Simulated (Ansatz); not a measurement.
All numbers below come from DFT PBE, scalar-relativistic, plane waves, PAW in Ansatz. All cells share a 420 eV cutoff and Γ-centred k meshes spaced at most about 0.3 Å⁻¹ (about 0.25 or finer for metals, 2π included). No spin polarisation in the final relaxations.

Temperature and zero-point effects are left out. All come from trial cells, and lower structures may exist.

Question: These unrelaxed guesses for Nb are each relaxed within their symmetry. Order them by the energy at which they end, lowest first.
A.

```
Nb
1.0
     2.58052    0.00000    0.00000
     0.00000    2.58052    0.00000
     0.00000    0.00000    3.22566
Nb
1
Direct
  0.50000 0.50000 0.50000
```

B.

```
Nb
1.0
     3.86402    0.00000    0.00000
     0.00000    3.86402    0.00000
     0.00000    0.00000    3.86402
Nb
3
Direct
  0.50000 0.00000 0.00000
  0.00000 0.50000 0.00000
  0.00000 0.00000 0.50000
```

Answer: B (ends in Pm-3m, 0 meV/atom), A (ends in Pm-3m, simple cubic type, 31 meV/atom).

Cells relaxed within their symmetry can be saddle points. The part of the Crystallography Open Database at hand lists Nb in space groups No. 225, 229; no cell shown has one of them. Some candidate types were left out of the draw beforehand, so a known form may be missing.
